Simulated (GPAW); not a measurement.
## A GW chain in GPAW: CdTe (F-43m)

Wanted: ground state, empty states, screening and self-energy for CdTe (F-43m).

Calculated with GPAW 26.7.0; LDA and many-body steps on it, plane waves.

**What was measured.**

- Gap 1.48 ± 0.02 eV: direct optical gap from Tauc analysis, 1.5 h deposition; UV-vis diffuse reflectance; film (electrodeposited 1.5 h on FTO, Te-rich) (“Electrodeposition of CdTe Thin Films for Solar Energy Water Splitting”, 2020, pmc:7177234).

- Gap 1.592 eV: near-band-edge L1 bound-exciton energy extrapolated to 0 K (Varshni), slightly below the true gap; temperature-dependent photoluminescence; 0 K; bulk crystal (vertical Bridgman single crystal) (“Photoluminescence characteristics of Cd1-xMnxTe single crystals grown by the vertical Bridgman method”, 2012, pmc:3275455).

- Gap 1.32 ± 0.02 eV: direct optical gap from Tauc analysis, 2.5 h deposition; UV-vis diffuse reflectance; film (electrodeposited 2.5 h on FTO, nearly stoichiometric) (“Electrodeposition of CdTe Thin Films for Solar Energy Water Splitting”, 2020, pmc:7177234).

This is a report of a sequence of runs, with most program output left out.

### 1. The starting structure

It takes space group F-43m (No. 216, cubic). Conventional cell: a = 6.480 Å, b = 6.480 Å, c = 6.480 Å, α = 90.00°, β = 90.00°, γ = 90.00°. Cd has 4 Te at 2.81 Å nearest. Te has 4 Cd at 2.81 Å nearest. Farther neighbours and most contacts between anions are not listed.

Coordinates:

```
Cd Te
1.0
     0.00000    3.24000    3.24000
     3.24000    0.00000    3.24000
     3.24000    3.24000    0.00000
Cd Te
1 1
Direct
  0.00000 0.00000 0.00000
  0.25000 0.25000 0.25000
```

The cell and positions come from the Crystallography Open Database and are kept as given unless a step says otherwise. Spin-orbit coupling is left out unless a step names it.

### 2. Ground state

This step: GPAW 26.7.0; DFT, LDA, plane waves, PAW.

The ground-state density comes first.

run.py

```python
import json
import numpy as np
from gpaw.mpi import world
from ase import Atoms
from gpaw import GPAW, PW, FermiDirac

atoms = Atoms(['Cd', 'Te'],
    cell=[[0.0000000000, 3.2400000000, 3.2400000000],
      [3.2400000000, 0.0000000000, 3.2400000000],
      [3.2400000000, 3.2400000000, 0.0000000000]],
    scaled_positions=[[0.0000000000, 0.0000000000, 0.0000000000],
      [0.2500000000, 0.2500000000, 0.2500000000]],
    pbc=(True, True, True))
calc = GPAW(mode=PW(450),
    xc='LDA',
    kpts={'size': (6, 6, 6), 'gamma': True},
    occupations=FermiDirac(0.001),
    nbands=-7,
    convergence={'density': 1e-6, 'bands': -3},
    maxiter=100,
    txt='gs.txt')
atoms.calc = calc
res = {'energy': atoms.get_potential_energy()}
kpts = calc.get_ibz_k_points()
res['kpts'] = kpts
res['eigenvalues'] = [calc.get_eigenvalues(kpt=k) for k in range(len(kpts))]
res['n_electrons'] = calc.get_number_of_electrons()
calc.write('gs.gpw')

if world.rank == 0:
    with open('result.json', 'w') as f:
        json.dump(res, f, default=lambda x: x.tolist())
```

Started as:

```sh
mpirun -n 8 gpaw python run.py
```

It took 5.4 s on 8 MPI ranks of Arm Neoverse N1, shared host; peak memory 1.2 GiB; 42 s of CPU time.

This step gave:

```yaml
total_energy: -6.282 eV
gap: 0.5106 eV
k_of_the_valence_top: 0, 0, 0
k_of_the_conduction_bottom: 0, 0, 0
least_direct_gap: 0.5106 eV
```

The gap is direct, at Γ.

### 3. Bands along the symmetry lines

Levels along a band path, at the cheap level, show where the edges lie and whether the meshes to come will hold them.

run.py

```python
import json
import numpy as np
from gpaw.mpi import world
from gpaw import GPAW

path = [[0.000000, 0.000000, 0.000000],
    [-0.062500, -0.062500, 0.000000],
    [-0.125000, -0.125000, 0.000000],
    [-0.187500, -0.187500, 0.000000],
    [-0.250000, -0.250000, 0.000000],
    [-0.312500, -0.312500, 0.000000],
    [-0.375000, -0.375000, 0.000000],
    [-0.437500, -0.437500, 0.000000],
    [-0.500000, -0.500000, 0.000000],
    [-0.484375, -0.484375, 0.031250],
    [-0.468750, -0.468750, 0.062500],
    [-0.453125, -0.453125, 0.093750],
    [-0.437500, -0.437500, 0.125000],
    [-0.421875, -0.421875, 0.156250],
    [-0.406250, -0.406250, 0.187500],
    [-0.390625, -0.390625, 0.218750],
    [-0.375000, -0.375000, 0.250000],
    [-0.375000, 0.000000, 0.375000],
    [-0.328125, 0.000000, 0.328125],
    [-0.281250, 0.000000, 0.281250],
    [-0.234375, 0.000000, 0.234375],
    [-0.187500, 0.000000, 0.187500],
    [-0.140625, 0.000000, 0.140625],
    [-0.093750, 0.000000, 0.093750],
    [-0.046875, 0.000000, 0.046875],
    [0.000000, 0.000000, 0.000000],
    [0.000000, 0.000000, 0.062500],
    [0.000000, 0.000000, 0.125000],
    [0.000000, 0.000000, 0.187500],
    [0.000000, 0.000000, 0.250000],
    [0.000000, 0.000000, 0.312500],
    [0.000000, 0.000000, 0.375000],
    [0.000000, 0.000000, 0.437500],
    [0.000000, 0.000000, 0.500000],
    [-0.062500, -0.031250, 0.468750],
    [-0.125000, -0.062500, 0.437500],
    [-0.187500, -0.093750, 0.406250],
    [-0.250000, -0.125000, 0.375000],
    [-0.312500, -0.156250, 0.343750],
    [-0.375000, -0.187500, 0.312500],
    [-0.437500, -0.218750, 0.281250],
    [-0.500000, -0.250000, 0.250000],
    [-0.500000, -0.281250, 0.218750],
    [-0.500000, -0.312500, 0.187500],
    [-0.500000, -0.343750, 0.156250],
    [-0.500000, -0.375000, 0.125000],
    [-0.500000, -0.406250, 0.093750],
    [-0.500000, -0.437500, 0.062500],
    [-0.500000, -0.468750, 0.031250],
    [-0.500000, -0.500000, 0.000000]]
calc = GPAW('gs.gpw').fixed_density(kpts=path,
    symmetry='off',
    nbands=19,
    convergence={'bands': 15},
    txt='bands.txt')
res = {}
kpts = calc.get_ibz_k_points()
res['kpts'] = kpts
res['eigenvalues'] = [calc.get_eigenvalues(kpt=k) for k in range(len(kpts))]
res['n_electrons'] = calc.get_number_of_electrons()

if world.rank == 0:
    with open('result.json', 'w') as f:
        json.dump(res, f, default=lambda x: x.tolist())
```

Started as:

```sh
mpirun -n 8 gpaw python run.py
```

It took 8.8 s on 8 MPI ranks; peak memory 1.3 GiB; 70 s of CPU time.

This step gave:

```yaml
gap: 0.5106 eV
k_of_the_valence_top: 0, 0, 0
k_of_the_conduction_bottom: 0, 0, 0
least_direct_gap: 0.5106 eV
```

The gap is 0.511 eV, as in the run before at this level.

The electronic bands at the labelled points (eV, zero at the top of the highest filled band):

```tsv
point	band 6	band 7	band 8	band 9	band 10	band 11	band 12	band 13
Γ	-7.96	0.00	0.00	0.00	0.51	4.51	4.51	4.51
halfway	-7.94	-2.75	-1.11	-1.11	2.82	3.15	6.39	6.39
X	-7.49	-4.39	-1.90	-1.90	2.45	2.56	8.61	8.99
halfway	-7.47	-4.36	-2.19	-1.81	2.57	3.12	7.93	8.38
U	-7.44	-4.29	-2.60	-1.57	2.76	4.40	7.20	7.38
jump to K	-7.44	-4.29	-2.60	-1.57	2.76	4.40	7.20	7.38
halfway	-7.91	-3.10	-1.53	-0.46	2.67	4.74	5.23	5.32
Γ	-7.96	0.00	0.00	0.00	0.51	4.51	4.51	4.51
halfway	-7.96	-2.80	-0.44	-0.44	1.80	5.07	5.07	5.20
L	-7.62	-4.51	-0.79	-0.79	1.64	5.12	5.12	6.85
halfway	-7.53	-4.32	-2.11	-1.29	3.10	4.48	5.88	7.07
W	-7.40	-4.27	-2.36	-2.25	4.15	4.57	5.41	6.19
halfway	-7.45	-4.34	-2.14	-2.08	3.17	3.21	7.33	7.41
X	-7.49	-4.39	-1.90	-1.90	2.45	2.56	8.61	8.99
```

### 4. Empty states on the mesh, 4×4×4 mesh, 293 bands

The sums over transitions need many empty states on a uniform mesh; this step solves for them.

run.py

```python
import json
import numpy as np
from gpaw.mpi import world
from gpaw import GPAW

calc = GPAW('gs.gpw').fixed_density(kpts={'size': (4, 4, 4), 'gamma': True},
    parallel={'domain': 1, 'band': 1},
    txt='nscf.txt')
calc.diagonalize_full_hamiltonian(nbands=293)
calc.write('full.gpw', mode='all')
res = {}
kpts = calc.get_ibz_k_points()
res['kpts'] = kpts
res['eigenvalues'] = [calc.get_eigenvalues(kpt=k) for k in range(len(kpts))]
res['n_electrons'] = calc.get_number_of_electrons()

if world.rank == 0:
    with open('result.json', 'w') as f:
        json.dump(res, f, default=lambda x: x.tolist())
```

Started as:

```sh
mpirun -n 8 gpaw python run.py
```

Elapsed: 10 s, on 8 MPI ranks; peak memory 2.4 GiB.

Numbers from this step:

| Item | Value |
| --- | --- |
| gap | 0.5106 eV |
| k of the valence top | 0, 0, 0 |
| k of the conduction bottom | 0, 0, 0 |
| least direct gap | 0.5106 eV |
| k points computed | 8 |
| lowest point of the top converged band, above the valence top | 137.9897 eV |

On this mesh the gap is 0.511 eV.

### 5. Screening and self-energy, 4×4×4 mesh, 283 bands, screening to 150 eV

G0W0 replaces the xc potential by the self-energy, built once from these orbitals. Only a window of levels is corrected, while the sums run over the empty bands that the input names.

This step: G0W0 on LDA, plane waves, PAW.

run.py

```python
import json
import numpy as np
from gpaw.mpi import world
from gpaw.response.g0w0 import G0W0

gw = G0W0('full.gpw',
    filename='gw',
    kpts=[0],
    bands=(7, 11),
    ecut=150,
    nbands=283,
    integrate_gamma='WS',
    ppa=True)
gw.calculate()
res = {mode: {k: v for k, v in r.items() if k != 'sigma_eskwn'}
       for mode, r in gw.all_results.items()}

if world.rank == 0:
    with open('result.json', 'w') as f:
        json.dump(res, f, default=lambda x: x.tolist())
```

Started as:

```sh
mpirun -n 8 gpaw python run.py
```

The job ended after 1.8 min (8 MPI ranks; peak memory 2.6 GiB; 15 min of CPU time).

This step gave:

```
G0W0 gap on the points computed              : 1.419 eV
least direct G0W0 gap on the computed points : 1.419 eV
Z at the valence top                         : 0.7882
Z at the conduction bottom                   : 0.8010
starting gap on the mesh                     : 0.5106 eV
k of the valence top                         : 0, 0, 0
k of the conduction bottom                   : 0, 0, 0
```

The gap on the mesh goes from 0.51 eV to 1.42 eV, a correction of +0.91 eV.

Limits: finite bands, cutoff and mesh; no spin-orbit coupling; coarse k mesh. v1 is the top filled band, c1 the lowest empty one. Levels before and after the correction, in eV, zero at the valence-band top of each column:

```tsv
	conduction bottom	valence top
Kohn-Sham	0.51	0.00
G0W0	1.42	0.00
```

```tsv
	level	energy (eV)
Kohn-Sham	Γ v2-v1	0.000
Kohn-Sham	Γ c1	0.511
Kohn-Sham	Γ c2	4.512
G0W0	Γ v2-v1	0.000
G0W0	Γ c1	1.419
G0W0	Γ c2	5.153
```

### 6. Where the time went

Times are wall times on 8 MPI ranks of Arm Neoverse N1, shared host, good to a factor of about two.

```tsv
step	time	share	memory (GiB)
ground state	5.4 s	4 %	1.2
bands along the symmetry lines	8.8 s	7 %	1.3
empty states on the mesh	10 s	8 %	2.4
screening and self-energy	1.8 min	82 %	2.6
```

### 7. Outcome

```
LDA gap              : 0.51 eV, direct
G0W0 gap on the mesh : 1.42 eV
GW settings          : 4×4×4 mesh, 283 bands, screening to 150 eV, Godby-Needs plasmon pole
known limits         : not at the basis limit; no spin-orbit coupling; coarse k mesh
```

What this shows: G0W0 moves the gap on the mesh from 0.51 eV to 1.42 eV (+0.91 eV), with Z of 0.79 and 0.80 at the edges. Only 1 of the mesh's irreducible points was corrected, so a valley elsewhere could overtake. The dearest step here is «screening and self-energy». Against experiment, by G0W0@LDA: the direct gap of 1.42 eV lies −0.06 eV from the measured 1.48 ± 0.02 eV (direct, 2020); the direct gap of 1.42 eV lies −0.17 eV from the measured 1.592 eV (exciton, 0 K, 2012); the direct gap of 1.42 eV lies +0.10 eV from the measured 1.32 ± 0.02 eV (direct, 2020). An exciton line or allowed optical edge lies below the quasiparticle gap by the binding energy; a forbidden edge can push the onset above it. The calculation has static nuclei and no excitons; a measured gap holds zero-point and thermal motion, which mostly lowers it. With atoms this heavy the missing spin-orbit coupling can matter too. Bands and cutoff are finite, so the gap is not at the basis limit. The miss can reach some tenths of an eV and take either sign; the mesh is an error of its own. These stock PAW sets were not made for GW; the filled d or f shell of Te lies in the frozen core, which bears on start and correction. In the G0W0 run levels were corrected at 1 k point alone, so a gap called «on the mesh» is the least over those, and an edge elsewhere would be missed. The 4×4×4 mesh is coarse for this cell, which bears on the long-range parts of exchange and screening.

[Paths, hosts, dates, memory and timing lines, banners, echoed tables and standing remarks are left out of the program output.]

[Logs are printed without paths, hosts, clocks, repeated set-up lines and the standing remarks that a program may print on its own settings, such as how far it seeks lower states.]

[Runs of the session that timed out or met a known fault of the program may be left out.]

[Hosts, paths, dates, database ids (printed as entryN), source tags and the programs' standing remarks are cut or masked in the printed files.]
